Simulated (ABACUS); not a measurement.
# Sn (Immm) in ABACUS: equation of state

Aim: energy against volume of Sn in PBE, for its equilibrium volume and stiffness.

Program: ABACUS 3.10.1. These are calculated values, not measurements. Logs are shortened: lines on timing, memory, paths and dates and some standing lists are left out, and cuts for length are marked.

**1. Starting point**

It takes space group Immm (No. 71, orthorhombic). The conventional cell has a = 3.453 Å, b = 3.551 Å, c = 4.677 Å, α = 90.00°, β = 90.00°, γ = 90.00°. Around Sn (site symmetry mmm) lie 12 Sn at 3.41 to 3.55 Å.

This isn't the form of Sn at room conditions, which is tetragonal (white tin).

**2. Equation of state, PBE, 26.95 Å³/atom (volume scaled by 0.94)**

INPUT

```
INPUT_PARAMETERS
suffix              Sn
calculation         scf
basis_type          pw
pseudo_dir          ./
symmetry            1
dft_functional      pbe
ecutwfc             73
pseudo_rcut         10
nspin               1
nbands              11
ks_solver           dav
smearing_method     fd
smearing_sigma      0.00367493
scf_thr             1e-08
scf_nmax            100
mixing_type         broyden
mixing_beta         0.7
cal_force           1
cal_stress          1
kpar                4
```

STRU

```
ATOMIC_SPECIES
Sn 118.7100 Sn.upf

LATTICE_CONSTANT
1.8897261246

LATTICE_VECTORS
-1.6912936206 1.7393011766 2.2906073406
1.6912936206 -1.7393011766 2.2906073406
1.6912936206 1.7393011766 -2.2906073406

ATOMIC_POSITIONS
Direct

Sn
0.0
1
0.0000000000 0.0000000000 0.0000000000 1 1 1
```

KPT

```
K_POINTS
0
Gamma
11 11 11 0 0 0
```

Potentials or basis: PseudoDojo NC SR 0.4.1 PBE standard, plane waves.

Started as:

```console
OMP_NUM_THREADS=1 mpirun -np 4 abacus > log
```

running log:

```text
ABACUS v3.10.1

               Atomic-orbital Based Ab-initio Computation at UStc

 ------------------------------------------------------------------------------------

 READING GENERAL INFORMATION
                           global_out_dir = OUT.Sn/
                           global_in_card = INPUT
                               pseudo_dir = ./
                              orbital_dir =
                                    DSIZE = 4
                                    GSIZE = 1

 READING UNITCELL INFORMATION
                                    ntype = 1
                  lattice constant (Bohr) = 1.88973
              lattice constant (Angstrom) = 1

 READING ATOM TYPE 1
                               atom label = Sn
                      L=0, number of zeta = 1
                      L=1, number of zeta = 1
                      L=2, number of zeta = 1
             number of atom for this type = 1

                        TOTAL ATOM NUMBER = 1
DIRECT COORDINATES
    atom                   x                   y                   z     mag                  vx                  vy                  vz
taud_Sn1            0.0000000000        0.0000000000        0.0000000000  0.0000        0.0000000000        0.0000000000        0.0000000000

                          Volume (Bohr^3) = 181.887
                             Volume (A^3) = 26.9528

 Lattice vectors: (Cartesian coordinate: in unit of a_0)
             -1.69129             +1.7393            +2.29061
             +1.69129             -1.7393            +2.29061
             +1.69129             +1.7393            -2.29061
 Reciprocal vectors: (Cartesian coordinate: in unit of 2 pi/a_0)
                   +0           +0.287472           +0.218283
            +0.295632                  +0           +0.218283
            +0.295632           +0.287472                  +0
 The esolver type has been set to : ksdft_pw

                PAO radial cut off (Bohr) = 10

 Read in pseudopotential file is Sn.upf
                     pseudopotential type = NC
          exchange-correlation functional = PBE
                 nonlocal core correction = 1
                        valence electrons = 14
                                     lmax = 2
                           number of zeta = 3
                     number of projectors = 6
                           L of projector = 0
                           L of projector = 0
                           L of projector = 1
                           L of projector = 1
                           L of projector = 2
                           L of projector = 2
     initial pseudo atomic orbital number = 9

[... 169 lines left out ...]
 projector 5 L=2
 projector 6 L=2
      TOTAL NUMBER OF NONLOCAL PROJECTORS = 18

 Init Non-Local PseudoPotential table :
 Init Non-Local-Pseudopotential done.

                                     npwx = 1936

 Make real space PAO into reciprocal space.
       max mesh points in Pseudopotential = 1001
     dq(describe PAO in reciprocal space) = 0.01
                                    max q = 1030

 number of pseudo atomic orbitals for Sn is 3
WARNING: norm of atomic wavefunction # 2 of atomic type Sn is 0.999999, renormalized
WARNING: norm of atomic wavefunction # 3 of atomic type Sn is 0.999616, renormalized

 -------------------------------------------
 SELF-CONSISTENT
 -------------------------------------------
                                 init_chg = atomic

 PW ALGORITHM --------------- ION=   1  ELEC=   1--------------------------------
 Notice: Threshold on eigenvalues was too large.
 hsover_error=0.14 > DRHO=0.0027189
 Origin diag ethr = 0.01
 New diag ethr = 1.94207e-05

 Density error is 0.00269826753786
                          Error Threshold = 1.94207155538e-05
----------------------------------------------------------
     Energy           Rydberg                 eV
----------------------------------------------------------
 E_KohnSham     -157.6106225743      -2144.4025323377
 E_Harris       -158.0493849250      -2150.3722003758
 E_Fermi        0.8369342872         11.3870751568
----------------------------------------------------------
[... 39 lines left out ...]
 Density error is 2.3829939009e-09
                          Error Threshold = 9.20774589741e-10
----------------------------------------------------------
     Energy           Rydberg                 eV
----------------------------------------------------------
 E_KohnSham     -157.6110114691      -2144.4078235232
 E_KS(sigma->0) -157.6108678747      -2144.4058698212
 E_Harris       -157.6106217555      -2144.4025211980
 E_band         -5.5096561070        -74.9627170757
 E_one_elec     -46.8830498698       -637.8766178480
 E_Hartree      33.2601460382        452.5275024320
 E_xc           -44.0835639696       -599.7876581340
 E_Ewald        -99.9042564791       -1359.2671425693
 E_entropy(-TS) -0.0002871888        -0.0039074039
 E_descf        0.0000000000         0.0000000000
 E_exx          0.0000000000         0.0000000000
 E_Fermi        0.8326199089         11.3283750296
----------------------------------------------------------

 charge density convergence is achieved
 final etot is -2144.4078235 eV
 EFERMI = 11.32837503 eV

 STATE ENERGY(eV) AND OCCUPATIONS    NSPIN == 1
 1/54 kpoint (Cartesian) = 0.0000 0.0000 0.0000 (1935 pws)
       1       -10.2690     0.00150263
       2       -10.2514     0.00150263
       3       -10.2263     0.00150263
       4       -10.1904     0.00150263
       5       -10.1506     0.00150263
       6       0.138470     0.00150263
       7        18.8696    4.72336e-69
       8        19.0196    2.35411e-70
       9        19.4681    2.99214e-74
      10        22.3543        0.00000
      11        22.8091        0.00000
[... 53 lines left out ...]
 6/54 kpoint (Cartesian) = 0.0000 0.13067 -0.099219 (1909 pws)
       1       -10.2514     0.00601052
       2       -10.2508     0.00601052
       3       -10.2298     0.00601052
       4       -10.1091     0.00601052
       5       -10.0829     0.00601052
       6        4.08642     0.00601052
       7        7.02909     0.00601052
       8        16.9885    4.12450e-52
       9        17.7649    7.44618e-59
      10        21.4426        0.00000
      11        21.8436        0.00000

[... levels at 48 further k points ...]

------------------------------------------------------------------------------------------
 TOTAL-FORCE (eV/Angstrom)
------------------------------------------------------------------------------------------
                       Sn1         0.0000000000         0.0000000000         0.0000000000
------------------------------------------------------------------------------------------

----------------------------------------------------------------
 TOTAL-STRESS (KBAR)
----------------------------------------------------------------
        29.5041296072         0.0000000000         0.0000000000
         0.0000000000        10.5228487094         0.0000000000
         0.0000000000        -0.0000000000        24.6873848826
----------------------------------------------------------------
 TOTAL-PRESSURE: 21.571454 KBAR

 --------------------------------------------
 !FINAL_ETOT_IS -2144.4078235231872895 eV
 --------------------------------------------
```

stdout:

```text
ABACUS v3.10.1

               Atomic-orbital Based Ab-initio Computation at UStc

4,Local thread limit: 128

[... 31 lines left out ...]
----------------------------------------------------------------
 TOTAL-STRESS (KBAR)
----------------------------------------------------------------
        29.5041296072         0.0000000000         0.0000000000
         0.0000000000        10.5228487094         0.0000000000
         0.0000000000        -0.0000000000        24.6873848826
----------------------------------------------------------------
 TOTAL-PRESSURE: 21.571454 KBAR
```

Run time: 21 s. Hardware: 4 MPI ranks of Intel Xeon Platinum 8375C at 2.90GHz (Ice Lake), shared host; peak memory 0.32 GiB.

Results:

- Free energy: -2144.4078 eV
- Pressure: 2.2 GPa
- Band gap on the k mesh: none (metal or under the smearing width)

**3. Equation of state, PBE, 27.53 Å³/atom (volume scaled by 0.96)**

INPUT is that of step 2.

STRU

```
ATOMIC_SPECIES
Sn 118.7100 Sn.upf

LATTICE_CONSTANT
1.8897261246

LATTICE_VECTORS
-1.7032045314 1.7515501800 2.3067389097
1.7032045314 -1.7515501800 2.3067389097
1.7032045314 1.7515501800 -2.3067389097

ATOMIC_POSITIONS
Direct

Sn
0.0
1
0.0000000000 0.0000000000 0.0000000000 1 1 1
```

KPT is that of step 2.

Potentials or basis: PseudoDojo NC SR 0.4.1 PBE standard, plane waves.

Started as:

```console
OMP_NUM_THREADS=1 mpirun -np 4 abacus > log
```

Run time: 23 s. Hardware: 4 MPI ranks of Intel Xeon Platinum 8375C at 2.90GHz (Ice Lake), shared host; peak memory 0.32 GiB.

Results (log left out):

* Free energy: -2144.4134 eV
* Pressure: 1.0 GPa
* Band gap on the k mesh: none (metal or under the smearing width)

**4. Equation of state, PBE, 28.10 Å³/atom (volume scaled by 0.98)**

INPUT is that of step 3.

STRU

```
ATOMIC_SPECIES
Sn 118.7100 Sn.upf

LATTICE_CONSTANT
1.8897261246

LATTICE_VECTORS
-1.7149511408 1.7636302181 2.3226479567
1.7149511408 -1.7636302181 2.3226479567
1.7149511408 1.7636302181 -2.3226479567

ATOMIC_POSITIONS
Direct

Sn
0.0
1
0.0000000000 0.0000000000 0.0000000000 1 1 1
```

KPT is that of step 3.

Started as:

```console
OMP_NUM_THREADS=1 mpirun -np 4 abacus > log
```

Wall time 23 s (4 MPI ranks of Intel Xeon Platinum 8375C at 2.90GHz (Ice Lake), shared host); peak memory 0.32 GiB.

It converged, with:

| Property | Result |
| --- | --- |
| Free energy | -2144.4150 eV |
| Pressure | 0.0 GPa |
| Band gap on the k mesh | none (metal or under the smearing width) |

**5. Equation of state, PBE, 28.67 Å³/atom**

INPUT is that of step 4.

STRU

```
ATOMIC_SPECIES
Sn 118.7100 Sn.upf

LATTICE_CONSTANT
1.8897261246

LATTICE_VECTORS
-1.7265390000 1.7755470000 2.3383420000
1.7265390000 -1.7755470000 2.3383420000
1.7265390000 1.7755470000 -2.3383420000

ATOMIC_POSITIONS
Direct

Sn
0.0
1
0.0000000000 0.0000000000 0.0000000000 1 1 1
```

KPT is that of step 4.

Started as:

```console
OMP_NUM_THREADS=1 mpirun -np 4 abacus > log
```

Run time: 25 s. Hardware: 4 MPI ranks of Intel Xeon Platinum 8375C at 2.90GHz (Ice Lake), shared host; peak memory 0.32 GiB.

It converged, with:

```yaml
Free_energy: -2144.4130 eV
Pressure: -1.0 GPa
Band_gap_on_the_k_mesh: none (metal or under the smearing width)
```

**6. Equation of state, PBE, 29.25 Å³/atom (volume scaled by 1.02)**

INPUT is that of step 5.

STRU

```
ATOMIC_SPECIES
Sn 118.7100 Sn.upf

LATTICE_CONSTANT
1.8897261246

LATTICE_VECTORS
-1.7379733663 1.7873059321 2.3538281599
1.7379733663 -1.7873059321 2.3538281599
1.7379733663 1.7873059321 -2.3538281599

ATOMIC_POSITIONS
Direct

Sn
0.0
1
0.0000000000 0.0000000000 0.0000000000 1 1 1
```

KPT is that of step 5.

Potentials or basis: PseudoDojo NC SR 0.4.1 PBE standard, plane waves.

Started as:

```console
OMP_NUM_THREADS=1 mpirun -np 4 abacus > log
```

Wall time 24 s (4 MPI ranks of Intel Xeon Platinum 8375C at 2.90GHz (Ice Lake), shared host); peak memory 0.32 GiB.

It converged, with:

```
Free energy            : -2144.4080 eV
Pressure               : -1.8 GPa
Band gap on the k mesh : none (metal or under the smearing width)
```

**7. Equation of state, PBE, 29.82 Å³/atom (volume scaled by 1.04)**

INPUT is that of step 6.

STRU

```
ATOMIC_SPECIES
Sn 118.7100 Sn.upf

LATTICE_CONSTANT
1.8897261246

LATTICE_VECTORS
-1.7492592239 1.7989121400 2.3691131866
1.7492592239 -1.7989121400 2.3691131866
1.7492592239 1.7989121400 -2.3691131866

ATOMIC_POSITIONS
Direct

Sn
0.0
1
0.0000000000 0.0000000000 0.0000000000 1 1 1
```

KPT is that of step 6.

Started as:

```console
OMP_NUM_THREADS=1 mpirun -np 4 abacus > log
```

Wall time 31 s (4 MPI ranks of Intel Xeon Platinum 8375C at 2.90GHz (Ice Lake), shared host); peak memory 0.32 GiB.

It converged, with:

```
Free energy            : -2144.4001 eV
Pressure               : -2.5 GPa
Band gap on the k mesh : none (metal or under the smearing width)
```

**8. Equation of state, PBE, 30.39 Å³/atom (volume scaled by 1.06)**

INPUT is that of step 7.

STRU

```
ATOMIC_SPECIES
Sn 118.7100 Sn.upf

LATTICE_CONSTANT
1.8897261246

LATTICE_VECTORS
-1.7604013028 1.8103704880 2.3842034864
1.7604013028 -1.8103704880 2.3842034864
1.7604013028 1.8103704880 -2.3842034864

ATOMIC_POSITIONS
Direct

Sn
0.0
1
0.0000000000 0.0000000000 0.0000000000 1 1 1
```

KPT is that of step 7.

Started as:

```console
OMP_NUM_THREADS=1 mpirun -np 4 abacus > log
```

Wall time 36 s (4 MPI ranks of Intel Xeon Platinum 8375C at 2.90GHz (Ice Lake), shared host); peak memory 0.36 GiB.

Results (log left out):

| Property | Result |
| --- | --- |
| Free energy | -2144.3898 eV |
| Pressure | -3.2 GPa |
| Band gap on the k mesh | none (metal or under the smearing width) |

**9. Equation of state, PBE**

Potentials or basis: PseudoDojo NC SR 0.4.1 PBE standard, plane waves.

No new run: the results of the series are fitted here.

What came out:

| Property | Result |
| --- | --- |
| Equilibrium volume | 28.06 Å³/atom |
| Bulk modulus at fixed shape and positions | 48 GPa |
| Pressure derivative of the bulk modulus | 4.8 |

Energy against volume, from the lowest point:
| volume (Å³/atom) | energy (meV/atom) |
| --- | --- |
| 26.953 | 7.15 |
| 27.526 | 1.60 |
| 28.100 | 0.00 |
| 28.673 | 1.93 |
| 29.247 | 6.99 |
| 29.820 | 14.84 |
| 30.394 | 25.15 |

Caveat: the cell was scaled at fixed shape and fractional positions, which overstates the stiffness of a crystal with free parameters, most of all of layers and chains.
